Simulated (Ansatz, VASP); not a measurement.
## One calculation of Fe, two programs

The input INCAR:

```
SYSTEM = Fe
PREC     = Accurate       ! precision mode
ENCUT    = 520            ! plane-wave cutoff, eV
EDIFF    = 1E-8           ! SCF threshold, eV
ISMEAR   = -1             ! smearing method
SIGMA    = 0.03           ! smearing width, eV
LREAL    = .False.        ! projectors in reciprocal space
LASPH    = .True.         ! aspherical terms in the spheres
NELM     = 150            ! most SCF steps
ALGO     = Normal         ! electronic algorithm
ISIF     = 2              ! what is computed and relaxed
LWAVE    = .False.        ! write WAVECAR
LCHARG   = .False.        ! write CHGCAR
ISPIN    = 2              ! spin polarisation
MAGMOM   = 3              ! initial moments
LORBIT   = 11             ! projections on sites
LMAXMIX  = 4              ! l up to which the mixer works
GGA      = PE             ! functional
LEFG     = .True.       
NBANDS   = 14             ! bands
```

Contents of KPOINTS:

```
regular mesh
0
Gamma
  17 17 17
  0 0 0
```

File POSCAR:

```
Fe
1.0
    0.0000000000      1.8277755852      1.8277755852
    1.8277755852      0.0000000000      1.8277755852
    1.8277755852      1.8277755852      0.0000000000
Fe
1
Direct
    0.0000000000      0.0000000000      0.0000000000
```

Input for Ansatz:

```yaml
crystal:
  lattice:
    - [0.0, 1.8277755852, 1.8277755852]
    - [1.8277755852, 0.0, 1.8277755852]
    - [1.8277755852, 1.8277755852, 0.0]
  atoms:
    - { symbol: Fe, position: [0.0, 0.0, 0.0], spin: 3.0 }
magnetization:
  spin_polarized: true
kpoints:
  mp_grid: { grid: [17, 17, 17] }
  band_path:
    path:
      - [0.0, 0.0, 0.0]
      - [0.5, 0.0, 0.5]
      - [0.625, 0.25, 0.625]
      - [0.375, 0.375, 0.75]
      - [0.0, 0.0, 0.0]
      - [0.5, 0.5, 0.5]
      - [0.5, 0.25, 0.75]
      - [0.5, 0.0, 0.5]
    npoints: 8
scf:
  occupations: { method: fermi_dirac, width: 0.03 }
hamiltonian:
  xc: pbe
  pseudopotentials: { kind: all_electron, datasets: crystal }
output:
  forces: true
  stress: true
  eigenvalues: true
  efg: { contact_densities: true }
```

Alike in both runs: task electric field gradients; functional PBE; k mesh 17 × 17 × 17; occupations fermi-dirac, width 0.03 eV; collinear spin.

|  | VASP | Ansatz |
| --- | --- | --- |
| version | VASP 6.6.1 | Ansatz 0.2.0 |
| potentials or method | VASP PAW PBE potentials, release 64 (Fe) | all-electron PAW with datasets made for the crystal, scalar-relativistic |
| plane-wave cutoff (eV) | 520 | see its input |

|  | VASP | Ansatz | Ansatz less VASP |
| --- | --- | --- | --- |
| pressure (GPa) | -2.0 | -1.9 | +0.18 |
| net moment per atom (μB) | 2.62 | 2.62 | +0.002 |
| size of the moment on the site where the two differ most (μB) | 2.62 | 2.67 | +0.050 |
| Vzz of the field gradient on the site that differs most (V/Å²) | 0.0 | 0.0 | 0.00 |

Site moments also hang on the region over which each program counts them. Ansatz ran all-electron here, so the differences hold the error of VASP's frozen core and of both bases. Ansatz warned: «band_levels_unverified».
